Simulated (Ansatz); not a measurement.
Theory: DFT PBE, scalar-relativistic, plane waves, PAW in Ansatz 0.2.0. Settings: cutoff 420 eV, Γ-centred meshes spaced at most about 0.3 Å⁻¹ (2π included), Gaussian smearing. No spin polarisation.

Temperature and zero-point effects are left out.

Compare these two cells of Zn2SnO3, each relaxed at this level.

A.

```xyz
12
Lattice="5.1987 -2.8388 0.0000 5.1987 2.8388 0.0000 0.0000 0.0000 5.7629" Properties=species:S:1:pos:R:3 pbc="T T T"
Zn    6.9714    1.0040    5.7449
Zn    3.4260    1.0040    5.7449
Zn    6.9714   -1.0040    2.8635
Zn    3.4260   -1.0040    2.8635
Sn    5.1987    1.5793    2.9786
Sn    5.1987   -1.5793    0.0972
O     7.1394    0.8297    1.9849
O     3.2580    0.8297    1.9849
O     5.1987   -1.9970    2.7287
O     7.1394   -0.8297    4.8664
O     3.2580   -0.8297    4.8664
O     5.1987    1.9970    5.6101
```

B.

```xyz
12
Lattice="5.5337 0.0000 0.0000 -2.7669 4.7923 0.0000 0.0000 0.0000 6.2865" Properties=species:S:1:pos:R:3 pbc="T T T"
Zn    0.0000    0.0000    3.1432
Zn    2.7669    1.5974    1.6829
Zn    0.0000    3.1949    4.6036
Zn    0.0000    0.0000    0.0000
Sn    0.0000    3.1949    1.0032
Sn    2.7669    1.5974    5.2832
O    -0.7991    1.4155    1.7637
O     1.9405    3.3926    1.7637
O    -1.1414    4.7766    1.7637
O     3.9083    0.0158    4.5227
O     3.5659    3.3768    4.5227
O     0.8264    1.3998    4.5227
```

**Question.** Which form is favoured at zero pressure, and by what margin per atom?

**Answer.** A is lower, by 147 meV/atom. A has Zn and Sn ordered on wurtzite sites, space group Cmc2_1 (No. 36), 14.2 Å³/atom and a gap of 1.42 eV on its mesh; B has space group P-3 (No. 147), 13.9 Å³/atom and a gap of 0.80 eV. Counting O atoms around Sn and Zn (those within 1.25 times the shortest such distance or 1.15 times the sum of covalent radii, 1.27 where that leaves under three; the shortest distance is added where it exceeds 1.18 times the sum of covalent radii; a slash parts the counts of unlike sites), A has Zn 4, Sn 3 and B has Zn 3/6/6 from 2.4 Å, Sn 3. In A, Zn is surrounded by 4 O at 2.00–2.04 Å; around Sn lie 1 O at 2.12 Å, 2 O at 2.31 Å and 1 O at 2.66 Å; O on a site of symmetry 1 is surrounded by 3 Zn at 2.00–2.04 Å and 1 Sn at 2.31 Å; 1 more site not described. In B, around Zn on a site of symmetry -3 lie 6 O at 2.13 Å; around Sn lie 3 O at 2.09 Å and 1 Zn at 2.69 Å; O is surrounded by 1 Zn at 1.98 Å, 1 Sn at 2.09 Å, 1 Zn at 2.13 Å and 1 Zn at 2.40 Å; 2 more sites not described. Both come from invented guesses. The lowest form computed isn't among them: it has space group Cm (No. 8), 14.5 Å³/atom and lies 35 meV/atom below the best shown.

Kohn–Sham gaps at this level usually fall short of measured ones. Cells relaxed within their symmetry can be saddle points. Some structure types and database cells were kept out of the candidates from the start, so a known form may be missing.
